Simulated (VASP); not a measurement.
BeTe: band structure with LDA

Crystal: BeTe.

```xyz
2
Lattice="0.0000 2.7700 2.7700 2.7700 0.0000 2.7700 2.7700 2.7700 0.0000" Properties=species:S:1:pos:R:3 pbc="T T T"
Te    4.1550    4.1550    4.1550
Be    0.0000    0.0000    0.0000
```

```yaml
Program: VASP 6.6.1
Task: band structure
Functional: LDA
Potentials_or_basis: VASP PAW LDA potentials, release 64 (Te, Be)
Cutoff: 520 eV
k_mesh: 8 × 8 × 8
Occupations: fermi-dirac, width 0.05 eV
Spin: no spin polarisation
Further_INCAR_settings: ALGO = Fast; EDIFF = 1e-06; NBANDS = 11
```

| Quantity | Value |
| --- | --- |
| Band gap on the k mesh | 1.75 eV, indirect (least direct gap 3.54 eV) |
| Band gap along the path | 1.75 eV, indirect (least direct gap 3.54 eV) |

Levels at the corners of the path, in eV from the valence-band top:
```
point  band 1  band 2  band 3  band 4  band 5  band 6  band 7  band 8  band 9
    Γ  -12.65    0.00    0.00    0.00    3.54    3.54    3.54    4.09    8.26
    X  -10.66   -5.35   -2.83   -2.83    1.75    2.58    9.91    9.91   11.65
    X  -10.66   -5.35   -2.83   -2.83    1.75    2.58    9.91    9.91   11.65
    W  -10.62   -4.74   -3.98   -3.47    5.21    5.42    5.59    6.38   11.00
    W  -10.62   -4.74   -3.98   -3.47    5.21    5.42    5.59    6.38   11.00
    K  -10.68   -4.95   -4.18   -2.40    2.56    5.24    7.99    8.36    9.21
    K  -10.68   -4.95   -4.18   -2.40    2.56    5.24    7.99    8.36    9.21
    Γ  -12.65    0.00    0.00    0.00    3.54    3.54    3.54    4.09    8.26
    Γ  -12.65    0.00    0.00    0.00    3.54    3.54    3.54    4.09    8.26
    L  -11.19   -5.86   -1.22   -1.22    3.19    4.53    4.53    7.63   10.96
    L  -11.19   -5.86   -1.22   -1.22    3.19    4.53    4.53    7.63   10.96
    U  -10.68   -4.95   -4.18   -2.40    2.56    5.24    7.99    8.36    9.21
    U  -10.68   -4.95   -4.18   -2.40    2.56    5.24    7.99    8.36    9.21
    W  -10.62   -4.74   -3.98   -3.47    5.21    5.42    5.59    6.38   11.00
    W  -10.62   -4.74   -3.98   -3.47    5.21    5.42    5.59    6.38   11.00
    L  -11.19   -5.86   -1.22   -1.22    3.19    4.53    4.53    7.63   10.96
    L  -11.19   -5.86   -1.22   -1.22    3.19    4.53    4.53    7.63   10.96
    K  -10.68   -4.95   -4.18   -2.40    2.56    5.24    7.99    8.36    9.21
    U  -10.68   -4.95   -4.18   -2.40    2.56    5.24    7.99    8.36    9.21
    X  -10.66   -5.35   -2.83   -2.83    1.75    2.58    9.91    9.91   11.65
```

Run time: 37 s on 1 thread of Intel(R) Xeon(R) 6975P-C (Granite Rapids), with other jobs on the host, peak memory 0.22 GiB.

Caveat: the log is that of the step along the path at fixed density, whose energy, stress, charges and moments have no meaning; spin-orbit coupling is left out, which moves the levels of the heavy elements. As with any semilocal functional, this LDA gap is likely too small.
